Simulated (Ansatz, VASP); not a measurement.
**CaO in VASP and in Ansatz**

File POSCAR:

```
CaO
1.0
    2.8439431734      0.0000000000      0.0000000000
    0.0000000000      2.8439431734      0.0000000000
    0.0000000000      0.0000000000      2.8439431734
Ca O
1 1
Direct
    0.0000000000      0.0000000000      0.0000000000
    0.5000000000      0.5000000000      0.5000000000
```

File INCAR.step1:

```
SYSTEM = CaO
  PREC = Accurate
  ENCUT = 520
  ISMEAR = 0
  SIGMA = 0.01
  LREAL = .FALSE.
  LASPH = .TRUE.
  NELM = 60
  NBANDS = 15
  GGA = PE
  ALGO = Normal
  EDIFF = 1E-4
  LWAVE = .TRUE.
  LCHARG = .FALSE.
```

File INCAR.step2:

```
SYSTEM = CaO
  PREC = Accurate
  ENCUT = 520
  EDIFF = 1E-7
  ISMEAR = 0
  SIGMA = 0.01
  LREAL = .FALSE.
  LASPH = .TRUE.
  NELM = 60
  ALGO = Normal
  ISIF = 2
  LWAVE = .FALSE.
  LCHARG = .FALSE.
  METAGGA = R2SCAN
  LMIXTAU = .TRUE.
  NBANDS = 15
  ISTART = 1
```

KPOINTS

```
regular mesh
0
G
  8 8 8
  0 0 0
```

Input for Ansatz:

```yaml
crystal:
  lattice:
    - [2.8439431734, 0.0, 0.0]
    - [0.0, 2.8439431734, 0.0]
    - [0.0, 0.0, 2.8439431734]
  atoms:
    - { symbol: Ca, position: [0.0, 0.0, 0.0] }
    - { symbol: O, position: [0.5, 0.5, 0.5] }
kpoints:
  mp_grid: { grid: [8, 8, 8] }
hamiltonian:
  xc: r2scan
scf:
  occupations: { method: fixed }
  n_extra_bands: 4
output:
  forces: true
  stress: true
  eigenvalues: true
```

Alike in both runs: task single point; functional r2SCAN; k mesh 8 × 8 × 8; no spin polarisation.

```csv
,VASP,Ansatz
version,VASP 6.6.1,Ansatz 0.2.0
potentials or method,"VASP PAW PBE potentials, release 64 (Ca_sv, O)","plane waves, PAW"
plane-wave cutoff (eV),520,500
occupations,"gaussian, width 0.01 eV",fixed
valence electrons in the cell,16,16
```

```csv
,VASP,Ansatz,Ansatz less VASP
gap on the k mesh at the Fermi level (eV),3.25,3.25,+0.001
pressure (GPa),10.0,8.6,-1.43
```

Caveats: the PAW data sets were made with another functional, which shifts forces and pressure a little (VASP). A k mesh can miss the band edges. r2SCAN opens gaps a little over a GGA but as a rule still falls short of measured ones.
